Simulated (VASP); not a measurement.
# Al (Im-3m) in VASP: a series of runs

Runs on Al. Level: PBE. Tasks: single point.

Everything below comes from runs of VASP 6.6.1. Logs are shortened: lines on timing, memory, paths and dates and some standing lists are left out, and cuts for length are marked.

### 1 The undisturbed crystal

It takes space group Im-3m (No. 229, cubic). The conventional cell has a = 3.182 Å, b = 3.182 Å, c = 3.182 Å, α = 90.00°, β = 90.00°, γ = 90.00°. Al (site symmetry m-3m) is surrounded by 8 Al at 2.76 Å.

This isn't the form of Al at room conditions, which is fcc.

### 2 Single point, PBE (Al replaced by In, lengths x 1.104, strained and moved within the space group)

File INCAR:

```
ALGO = Normal
EDIFF = 1E-6
ENCUT = 520
GGA = PE
ISIF = 2
ISMEAR = 0
LASPH = T
LCHARG = T
LELF = T
LREAL = F
LVHAR = T
LWAVE = F
NBANDS = 12
NELM = 100
PREC = Accurate
SIGMA = 0.1
```

File KPOINTS:

```
k-points
0
Gamma
  18 18 18
```

File POSCAR:

```
In
1.0
   -1.7324595743      1.7324595743      1.7324595743
    1.7324595743     -1.7324595743      1.7324595743
    1.7324595743      1.7324595743     -1.7324595743
In
1
Direct
    0.0000000000      0.0000000000      0.0000000000
```

Potentials or basis: VASP PAW PBE potentials, release 64 (In_d).

The run is started by

```
$ cat potpaw_PBE.64/In_d/POTCAR > POTCAR
$ mpirun -np 1 vasp_std > vasp.out
```

OUTCAR:

```text
EDIFF = 1E-6
   ENCUT = 520
   GGA = PE
   ISIF = 2
   ISMEAR = 0
   LASPH = T
   LREAL = F
   NELM = 100
   PREC = Accurate

 ion  position               nearest neighbor table
   1  0.000  0.000  0.000-

  LATTYP: Found a body centered cubic cell.
 ALAT       =     3.4649191486

  Lattice vectors:

 A1 = (  -1.7324595743,   1.7324595743,   1.7324595743)
 A2 = (   1.7324595743,  -1.7324595743,   1.7324595743)
 A3 = (   1.7324595743,   1.7324595743,  -1.7324595743)

Analysis of symmetry for initial positions (statically):
=====================================================================
 Subroutine PRICEL returns:
 Original cell was already a primitive cell.

 Routine SETGRP: Setting up the symmetry group for a
 body centered cubic supercell.

 Subroutine GETGRP returns: Found 48 space group operations
 (whereof 48 operations were pure point group operations)
 out of a pool of 48 trial point group operations.

The static configuration has the point symmetry O_h .

Analysis of symmetry for dynamics (positions and initial velocities):
=====================================================================
 Subroutine PRICEL returns:
 Original cell was already a primitive cell.

 Routine SETGRP: Setting up the symmetry group for a
 body centered cubic supercell.

 Subroutine GETGRP returns: Found 48 space group operations
 (whereof 48 operations were pure point group operations)
 out of a pool of 48 trial point group operations.

The dynamic configuration has the point symmetry O_h .

 Subroutine INISYM returns: Found 48 space group operations
 (whereof 48 operations are pure point group operations),
 and found     1 'primitive' translations

----------------------------------------------------------------------------------------

                                     Primitive cell

  volume of cell :      20.7993

  direct lattice vectors                    reciprocal lattice vectors
    -1.732459574  1.732459574  1.732459574     0.000000000  0.288607023  0.288607023
     1.732459574 -1.732459574  1.732459574     0.288607023  0.000000000  0.288607023
     1.732459574  1.732459574 -1.732459574     0.288607023  0.288607023  0.000000000

  length of vectors
     3.000708005  3.000708005  3.000708005     0.408151966  0.408151966  0.408151966

  position of ions in fractional coordinates (direct lattice)
     0.000000000  0.000000000  0.000000000

  ion indices of the primitive-cell ions
   primitive index   ion index
                 1           1

----------------------------------------------------------------------------------------

 KPOINTS: k-points

Automatic generation of k-mesh.
 Grid dimensions read from file:
 generate k-points for:   18   18   18

 Generating k-lattice:

  Cartesian coordinates                     Fractional coordinates (reciprocal lattice)
     0.000000000  0.016033723  0.016033723     0.055555556  0.000000000  0.000000000
     0.016033723  0.000000000  0.016033723     0.000000000  0.055555556  0.000000000
     0.016033723  0.016033723  0.000000000     0.000000000  0.000000000  0.055555556

  Length of vectors
     0.022675109  0.022675109  0.022675109

  Shift w.r.t. Gamma in fractional coordinates (k-lattice)
     0.000000000  0.000000000  0.000000000

 Subroutine IBZKPT returns following result:
 ===========================================

 Found    195 irreducible k-points:

 Following reciprocal coordinates:
            Coordinates               Weight
  0.000000  0.000000  0.000000      1.000000
  0.055556  0.000000  0.000000     12.000000
  0.111111  0.000000  0.000000     12.000000
  0.166667  0.000000  0.000000     12.000000
  0.222222  0.000000  0.000000     12.000000
  0.277778  0.000000  0.000000     12.000000
[... 16 lines left out ...]
  0.333333  0.111111  0.000000     48.000000
  0.388889  0.111111  0.000000     48.000000
 [... further k-points ...]
   k-points           NKPTS =    195   k-points in BZ     NKDIM =    195   number of bands    NBANDS=     12
   number of dos      NEDOS =    301   number of ions     NIONS =      1
   total plane-waves  NPLWV =  13824
   dimension x,y,z NGX =    24 NGY =   24 NGZ =   24
   dimension x,y,z NGXF=    48 NGYF=   48 NGZF=   48
   ions per type =               1
   NGX,Y,Z   is equivalent  to a cutoff of  13.30, 13.30, 13.30 a.u.
   NGXF,Y,Z  is equivalent  to a cutoff of  26.59, 26.59, 26.59 a.u.
 SYSTEM =  unknown system
   PREC   = accura    normal or accurate (medium, high low for compatibility)
   ISTART =      0    job   : 0-new  1-cont  2-samecut
   ICHARG =      2    charge: 1-file 2-atom 10-const
   ISPIN  =      1    spin polarized calculation?
   LNONCOLLINEAR =      F non collinear calculations
   LSORBIT =      F    spin-orbit coupling
   LASPH  =      T    aspherical Exc in radial PAW
   ENCUT  =  520.0 eV  38.22 Ry    6.18 a.u.   5.58  5.58  5.58*2*pi/ulx,y,z
   NELM   =    100;   NELMIN=  2; NELMDL= -5     # of ELM steps
   EDIFF  = 0.1E-05   stopping-criterion for ELM
   LREAL  =      F    real-space projection
   EDIFFG = 0.1E-04   stopping-criterion for IOM
   NSW    =      0    number of steps for IOM
   IBRION =     -1    ionic relax: 0-MD 1-quasi-New 2-CG
   NFREE  =      0    steps in history (QN), initial steepest desc. (CG)
   ISIF   =      2    stress and relaxation
   ISYM   =      2    0-nonsym 1-usesym 2-fastsym
   POTIM  = 0.5000    time-step for ionic-motion
   TEBEG  =    0.0;   TEEND  =   0.0 temperature during run
   PSTRESS=    0.0 pullay stress
   NELECT =      13.0000    total number of electrons
   NUPDOWN=      -1.0000    fix difference up-down
   EMIN   =  10.00;   EMAX   =-10.00  energy-range for DOS
   EFERMI =   0.00;   METHOD = LEGACY
   ISMEAR =     0;   SIGMA  =   0.10  broadening in eV -4-tet -1-fermi 0-gaus
   EFERMI_NEDOS =   21; number of points for ismear=-14 and -15
   IALGO  =     38    algorithm
   IMIX   =      4    mixing-type and parameters
     AMIX     =   0.40;   BMIX     =  1.00
     AMIX_MAG =   1.60;   BMIX_MAG =  1.00
  volume/ion in A,a.u.               =      20.80       140.36
  Fermi-wavevector in a.u.,A,eV,Ry     =   1.399715  2.645077 26.656549  1.959201
  Thomas-Fermi vector in A             =   2.522747
   LORBIT       =      0    0 simple, 1 ext, 2 COOP (PROOUT), +10 PAW based schemes
   GGA     = PE    functional components
   LHFCALC =     F    Hartree Fock is set to
   AEXX    =    0.0000 exact exchange contribution
   IVDW    =     0    specifies the selected vdW correction
   LEPSILON=     F    determine dielectric tensor
   LRPA    =     F    only Hartree local field effects (RPA)
 non-spin polarized calculation
 Gauss-broadening in eV      SIGMA  =   0.10
  energy-cutoff  :      520.00
  volume of cell :       20.80
 maximum number of plane-waves:       586
   NGX = 11   NGY = 11   NGZ = 11

 number of electron      13.0000005 magnetization

 Free energy of the ion-electron system (eV)
  ---------------------------------------------------
  ext. energy  EPLUGINS =         0.00000000
  ---------------------------------------------------
  free energy    TOTEN  =        -2.20795432 eV

  energy without entropy =       -2.20576457  energy(sigma->0) =       -2.20685945

 E-fermi :  10.5369     XC(G=0): -11.3947

 val. band max:       10.5021844405   @ k =   0.5000   0.5000   0.3889
 cond. band min:      10.5646386018   @ k =   0.2778   0.1667   0.0556
 fundamental gap:      0.0624541613
 Fermi energy:        10.5368626526

 k-point     1 :       0.0000    0.0000    0.0000
  band No.  band energies     occupation
      1      -4.6053      2.00000
      2      -4.6053      2.00000
      3      -4.6053      2.00000
      4      -4.1175      2.00000
      5      -4.1175      2.00000
      6      -0.8492      2.00000
      7      24.0875      0.00000
      8      24.0875      0.00000
      9      24.0875      0.00000
     10      24.4212      0.00000
     11      24.4212      0.00000
     12      24.4212      0.00000

 k-point     2 :       0.0556    0.0000    0.0000
  band No.  band energies     occupation
      1      -4.6119      2.00000
      2      -4.6006      2.00000
      3      -4.5829      2.00000
      4      -4.1246      2.00000
      5      -4.1175      2.00000
      6      -0.7638      2.00000
      7      22.9988      0.00000
      8      23.7680      0.00000
      9      23.8753      0.00000
     10      23.9457      0.00000
     11      24.1117      0.00000
     12      24.3402      0.00000

 k-point     3 :       0.1111    0.0000    0.0000
  band No.  band energies     occupation
      1      -4.6309      2.00000
      2      -4.5900      2.00000
      3      -4.5180      2.00000
      4      -4.1437      2.00000
      5      -4.1175      2.00000
      6      -0.5049      2.00000
      7      20.7892      0.00000
      8      22.7723      0.00000
      9      22.8085      0.00000
     10      23.6108      0.00000
     11      23.8060      0.00000
     12      24.6202      0.00000

 k-point     4 :       0.1667    0.0000    0.0000
  band No.  band energies     occupation
      1      -4.6598      2.00000
      2      -4.5834      2.00000
      3      -4.4168      2.00000
      4      -4.1675      2.00000
      5      -4.1173      2.00000
      6      -0.0668      2.00000
      7      18.4551      0.00000
      8      21.5826      0.00000
      9      21.7845      0.00000
     10      23.2210      0.00000
     11      23.4741      0.00000
     12      25.1268      0.00000

 k-point     5 :       0.2222    0.0000    0.0000
  band No.  band energies     occupation
      1      -4.6952      2.00000
      2      -4.5930      2.00000
      3      -4.2899      2.00000
      4      -4.1846      2.00000
      5      -4.1167      2.00000
      6       0.5554      2.00000
      7      16.1585      0.00000
      8      20.4592      0.00000
      9      20.8488      0.00000
     10      22.8541      0.00000
     11      23.1837      0.00000
     12      25.8289      0.00000

 k-point     6 :       0.2778    0.0000    0.0000
  band No.  band energies     occupation
      1      -4.7326      2.00000
      2      -4.6244      2.00000
      3      -4.1864      2.00000
      4      -4.1513      2.00000
      5      -4.1157      2.00000
      6       1.3633      2.00000
      7      13.9505      0.00000
      8      19.4687      0.00000
      9      20.0503      0.00000
     10      22.5424      0.00000
     11      22.9616      0.00000
     12      26.7099      0.00000

 k-point     7 :       0.3333    0.0000    0.0000
  band No.  band energies     occupation
      1      -4.7675      2.00000
      2      -4.6701      2.00000
      3      -4.1754      2.00000
      4      -4.1144      2.00000
      5      -4.0174      2.00000
      6       2.3550      2.00000
      7      11.8564      0.00000
      8      18.6537      0.00000
      9      19.4119      0.00000
     10      22.2974      0.00000
     11      22.8089      0.00000
     12      27.7467      0.00000

 k-point     8 :       0.3889    0.0000    0.0000
  band No.  band energies     occupation
      1      -4.7958      2.00000
      2      -4.7156      2.00000
      3      -4.1600      2.00000
      4      -4.1131      2.00000
      5      -3.9056      2.00000
      6       3.5258      2.00000
      7       9.8927      2.00000
      8      18.0463      0.00000
      9      18.9475      0.00000
     10      22.1225      0.00000
     11      22.7150      0.00000
     12      28.8959      0.00000
[... 166 lines left out ...]
 k-point    20 :       0.1667    0.1111    0.0000
  band No.  band energies     occupation
      1      -4.6798      2.00000
      2      -4.5938      2.00000
      3      -4.2689      2.00000
      4      -4.1976      2.00000
      5      -4.1181      2.00000
      6       0.8273      2.00000
      7      16.3088      0.00000
      8      17.8178      0.00000
      9      20.2468      0.00000
     10      23.6350      0.00000
     11      24.9030      0.00000
     12      25.8138      0.00000

 k-point    21 :       0.2222    0.1111    0.0000
  band No.  band energies     occupation
      1      -4.7130      2.00000
      2      -4.6059      2.00000
      3      -4.2033      2.00000
      4      -4.1680      2.00000
      5      -4.1063      2.00000
      6       1.6391      2.00000
      7      14.1405      0.00000
      8      17.0180      0.00000
      9      19.4815      0.00000
     10      23.3402      0.00000
     11      25.4225      0.00000
     12      25.8159      0.00000

 k-point    22 :       0.2778    0.1111   -0.0000
  band No.  band energies     occupation
      1      -4.7447      2.00000
      2      -4.6348      2.00000
      3      -4.1909      2.00000
      4      -4.1355      2.00000
      5      -4.0320      2.00000
      6       2.6329      2.00000
      7      12.0710      0.00000
      8      16.3724      0.00000
      9      18.8573      0.00000
     10      23.0987      0.00000
     11      25.3803      0.00000
     12      26.4213      0.00000

 k-point    23 :       0.3333    0.1111    0.0000
  band No.  band energies     occupation
      1      -4.7705      2.00000
      2      -4.6687      2.00000
      3      -4.1728      2.00000
      4      -4.1333      2.00000
      5      -3.9434      2.00000
      6       3.8034      2.00000
      7      10.1253      2.00000
      8      15.8925      0.00000
      9      18.3977      0.00000
     10      22.9282      0.00000
     11      25.2177      0.00000
     12      27.2455      0.00000

 k-point    24 :       0.3889    0.1111    0.0000
  band No.  band energies     occupation
      1      -4.7875      2.00000
      2      -4.6944      2.00000
      3      -4.1562      2.00000
      4      -4.1356      2.00000
      5      -3.8819      2.00000
      6       5.1437      2.00000
      7       8.3177      2.00000
      8      15.5956      0.00000
      9      18.1171      0.00000
     10      22.8280      0.00000
     11      25.1109      0.00000
     12      28.0450      0.00000

 [... further k-points ...]
[... 5 lines left out ...]
  --------------------------------------------------------------------------------------
  -------------------------------------------------------------------------------------
  Total        2.7347236      2.7347236      2.7347236      0.0000000      0.0000000      0.0000000
  in kB      210.6564215    210.6564215    210.6564215      0.0000000      0.0000000      0.0000000
  external PRESSURE =     210.6564215 kB  Pullay stress =       0.0000000 kB

 VOLUME and BASIS-vectors are now :
 -----------------------------------------------------------------------------
  energy-cutoff  :      520.00
  volume of cell :       20.80
      direct lattice vectors                 reciprocal lattice vectors
    -1.732459574  1.732459574  1.732459574     0.000000000  0.288607023  0.288607023
     1.732459574 -1.732459574  1.732459574     0.288607023  0.000000000  0.288607023
     1.732459574  1.732459574 -1.732459574     0.288607023  0.288607023  0.000000000

 POSITION                                       TOTAL-FORCE (eV/Angst)
 -----------------------------------------------------------------------------------
      0.00000      0.00000      0.00000         0.000000     -0.000000     -0.000000
 -----------------------------------------------------------------------------------
    total drift:                               -0.000000      0.000000      0.000000

  FREE ENERGIE OF THE ION-ELECTRON SYSTEM (eV)
  ---------------------------------------------------
  free  energy   TOTEN  =        -2.2079543241 eV

  energy  without entropy=       -2.2057645690  energy(sigma->0) =       -2.20685945
```

Wall time 20 s (1 thread of Intel Xeon Platinum 8259CL at 2.50GHz (Skylake/Cascade Lake), shared host); peak memory 0.17 GiB.

Results:

```
Free energy            : -2.2080 eV
Pressure               : 21.1 GPa
Band gap on the k mesh : none (metal or under the smearing width)
```

Levels at points of the mesh, in eV from the Fermi level:
```csv
k point,band 2,band 3,band 4,band 5,band 6,band 7,band 8,band 9,band 10,band 11
"(0.00, 0.00, 0.00)",-15.14,-15.14,-14.65,-14.65,-11.39,13.55,13.55,13.55,13.88,13.88
"(0.50, 0.00, 0.00)",-15.30,-14.68,-14.65,-14.34,-4.32,-3.97,7.01,8.03,11.45,12.11
"(0.50, 0.50, 0.50)",-15.40,-14.42,-14.42,-14.42,1.16,1.16,1.16,2.86,5.70,5.70
```

Caveat: so large a pressure means that the cell lies far from this level's equilibrium, or that cutoff or potentials fall short.

### 3 Single point, PBE (Al replaced by Tl, lengths x 1.119, strained and moved within the space group)

File INCAR:

```
SYSTEM = Tl
ALGO = Normal
EDIFF = 1E-6
ENCUT = 520
GGA = PE
ISIF = 2
ISMEAR = 0
LASPH = .TRUE.
LCHARG = .FALSE.
LREAL = .FALSE.
LWAVE = .FALSE.
NBANDS = 12
NELM = 100
PREC = Accurate
SIGMA = 0.1
```

File KPOINTS:

```
k-points
0
G
  8 8 8
  0 0 0
```

File POSCAR:

```
Tl
1.0
   -1.7729837588      1.7729837588      1.7729837588
    1.7729837588     -1.7729837588      1.7729837588
    1.7729837588      1.7729837588     -1.7729837588
Tl
1
Direct
    0.0000000000      0.0000000000      0.0000000000
```

Potentials or basis: VASP PAW PBE potentials, release 64 (Tl_d).

The run is started by

```
$ cat potpaw_PBE.64/Tl_d/POTCAR > POTCAR
$ mpirun -np 1 vasp_std > vasp.out
```

OUTCAR:

```text
SYSTEM = Tl
   EDIFF = 1E-6
   ENCUT = 520
   GGA = PE
   ISIF = 2
   ISMEAR = 0
   LASPH = .TRUE.
   LREAL = .FALSE.
   NELM = 100
   PREC = Accurate

 ion  position               nearest neighbor table
   1  0.000  0.000  0.000-

  LATTYP: Found a body centered cubic cell.
 ALAT       =     3.5459675176

  Lattice vectors:

 A1 = (  -1.7729837588,   1.7729837588,   1.7729837588)
 A2 = (   1.7729837588,  -1.7729837588,   1.7729837588)
[... 531 lines left out ...]
      3      -2.2597      2.00000
      4      -2.0290      2.00000
      5      -1.6289      2.00000
      6       3.6067      2.00000
      7      10.9953      0.00000
      8      13.9368      0.00000
      9      15.5330      0.00000
     10      19.0431      0.00000
     11      24.2459      0.00000
     12      27.2034      0.00000

 [... further k-points ...]
[... 5 lines left out ...]
  --------------------------------------------------------------------------------------
  -------------------------------------------------------------------------------------
  Total        3.2596989      3.2596989      3.2596989      0.0000000      0.0000000      0.0000000
  in kB      234.2684525    234.2684525    234.2684525      0.0000000      0.0000000      0.0000000
  external PRESSURE =     234.2684525 kB  Pullay stress =       0.0000000 kB

 VOLUME and BASIS-vectors are now :
 -----------------------------------------------------------------------------
  energy-cutoff  :      520.00
  volume of cell :       22.29
      direct lattice vectors                 reciprocal lattice vectors
    -1.772983759  1.772983759  1.772983759     0.000000000  0.282010480  0.282010480
     1.772983759 -1.772983759  1.772983759     0.282010480  0.000000000  0.282010480
     1.772983759  1.772983759 -1.772983759     0.282010480  0.282010480  0.000000000

 POSITION                                       TOTAL-FORCE (eV/Angst)
 -----------------------------------------------------------------------------------
      0.00000      0.00000      0.00000         0.000000      0.000000     -0.000000
 -----------------------------------------------------------------------------------
    total drift:                                0.000000      0.000000     -0.000000

  FREE ENERGIE OF THE ION-ELECTRON SYSTEM (eV)
  ---------------------------------------------------
  free  energy   TOTEN  =        -1.7300910271 eV

  energy  without entropy=       -1.7220289279  energy(sigma->0) =       -1.72605998
```

stdout:

```text
POSCAR found type information on POSCAR Tl
 POSCAR found :  1 types and       1 ions
 scaLAPACK will be used
 LDA part: xc-table for (Slater+PW92), standard interpolation
 POSCAR, INCAR and KPOINTS ok, starting setup
 FFT: planning ... GRIDC
 FFT: planning ... GRID_SOFT
 FFT: planning ... GRID
 WAVECAR not read
 entering main loop
```

It took 4.3 s on 1 thread of Intel Xeon Platinum 8259CL at 2.50GHz (Skylake/Cascade Lake), shared host; peak memory 0.14 GiB.

Results:

| Item | Value |
| --- | --- |
| Free energy | -1.7301 eV |
| Pressure | 23.4 GPa |
| Band gap on the k mesh | none (metal or under the smearing width) |

Caveat: so large a pressure means that the cell lies far from this level's equilibrium, or that cutoff or potentials fall short.
